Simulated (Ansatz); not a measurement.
fcc against bcc along group 13

Theory: DFT, r2SCAN, plane waves (500 eV) with PAW, scalar-relativistic (Ansatz 0.2.0). The PAW files were generated under PBE, with cores re-solved for the functional.

Each structure is relaxed within its symmetry, in the lowest magnetic state of the tried starts. Differences under about 8 meV lie within the error of the k-point mesh.

```tsv
element	E(fcc) − E(bcc) (meV/atom)	V(fcc) (Å³/atom)	V(bcc) (Å³/atom)	state of fcc	state of bcc
B	-376	5.82	6.04	spin not included	spin not included
Al	-114	15.92	16.24	spin not included	spin not included
Ga	-33	17.92	18.20	spin not included	spin not included
In	-23	26.21	26.67	spin not included	spin not included
Tl	13	29.90	30.10	spin not included	spin not included
```
